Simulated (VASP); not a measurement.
Level of theory: LDA (Ceperley-Alder, Perdew-Zunger), VASP's LDA PAW potentials (set 64) (plane waves; VASP 6.6.1).

VASP ran on this input.

### KPOINTS
```
Automatic mesh
0
Gamma
8 8 8
0 0 0
```

INCAR:
```
SYSTEM = Li2O
PREC = Accurate; ENCUT = 400; LREAL = F
LASPH = T
EDIFF = 1E-6; NELM = 100; ALGO = Normal
ISMEAR = 0; SIGMA = 0.01
ISIF = 2
LWAVE = F; LCHARG = F
```

POSCAR:
```
Li2O
1
    0.0000000000     2.3512870000     2.3512870000
    2.3512870000     0.0000000000     2.3512870000
    2.3512870000     2.3512870000     0.0000000000
Li O
2 1
Direct
  0.7500000000   0.7500000000   0.7500000000
  0.2500000000   0.2500000000   0.2500000000
  0.0000000000   0.0000000000   0.0000000000
```

POTCAR, in this order: Li_sv O (LDA.64 set). Program: vasp_std.

What VASP printed:

OSZICAR:
```
       N       E                     dE             d eps       ncg     rms          rms(c)
DAV:   1     0.308136746346E+02    0.30814E+02   -0.53754E+03   580   0.106E+03
DAV:   2    -0.128338631549E+02   -0.43648E+02   -0.42113E+02   684   0.200E+02
DAV:   3    -0.174048792828E+02   -0.45710E+01   -0.45554E+01  1018   0.552E+01
DAV:   4    -0.174622100656E+02   -0.57331E-01   -0.57282E-01   750   0.675E+00
DAV:   5    -0.174625640989E+02   -0.35403E-03   -0.35403E-03   868   0.473E-01    0.718E+00
DAV:   6    -0.158174767614E+02    0.16451E+01   -0.94143E+00   588   0.187E+01    0.301E+00
DAV:   7    -0.157427309878E+02    0.74746E-01   -0.29599E-01   642   0.428E+00    0.143E+00
DAV:   8    -0.157103613758E+02    0.32370E-01   -0.68760E-02   646   0.287E+00    0.312E-01
DAV:   9    -0.157096738548E+02    0.68752E-03   -0.61782E-03   820   0.718E-01    0.104E-01
DAV:  10    -0.157098859321E+02   -0.21208E-03   -0.38944E-04   656   0.206E-01    0.896E-02
DAV:  11    -0.157097877930E+02    0.98139E-04   -0.14220E-04   652   0.144E-01    0.108E-02
DAV:  12    -0.157097868706E+02    0.92246E-06   -0.34153E-06   756   0.200E-02
   1 F= -.15709787E+02 E0= -.15709787E+02  d E =-.410644E-75
```

File OUTCAR:
```
------------------------ aborting loop because EDIFF is reached ----------------------------------------
  FORCE on cell =-STRESS in cart. coord.  units (eV):
  Direction    XX          YY          ZZ          XY          YZ          ZX
  --------------------------------------------------------------------------------------
  Total       -2.8430979     -2.8430979     -2.8430979      0.0000000     -0.0000000     -0.0000000
  in kB     -175.2086205   -175.2086205   -175.2086205      0.0000000     -0.0000000     -0.0000000
  external PRESSURE =    -175.2086205 kB  Pullay stress =       0.0000000 kB
  volume of cell :       26.00
      direct lattice vectors                 reciprocal lattice vectors
     0.000000000  2.351287000  2.351287000    -0.212649498  0.212649498  0.212649498
     2.351287000  0.000000000  2.351287000     0.212649498 -0.212649498  0.212649498
     2.351287000  2.351287000  0.000000000     0.212649498  0.212649498 -0.212649498
 POSITION                                       TOTAL-FORCE (eV/Angst)
 -----------------------------------------------------------------------------------
      3.52693      3.52693      3.52693         0.000000     -0.000000     -0.000000
      1.17564      1.17564      1.17564        -0.000000      0.000000      0.000000
      0.00000      0.00000      0.00000        -0.000000     -0.000000      0.000000
 -----------------------------------------------------------------------------------
    total drift:                               -0.000000      0.000000      0.000000
  FREE ENERGIE OF THE ION-ELECTRON SYSTEM (eV)
  ---------------------------------------------------
  free  energy   TOTEN  =       -15.7097868706 eV

  energy  without entropy=      -15.7097868706  energy(sigma->0) =      -15.70978687
```
(Selected blocks of OUTCAR.)

At this cut-off the stress carries a Pulay error, which pulls relaxed volumes low.

The structure comes from a computed database's Li2O entry; how it stands against other phases isn't given here. The cell was not relaxed at this level.
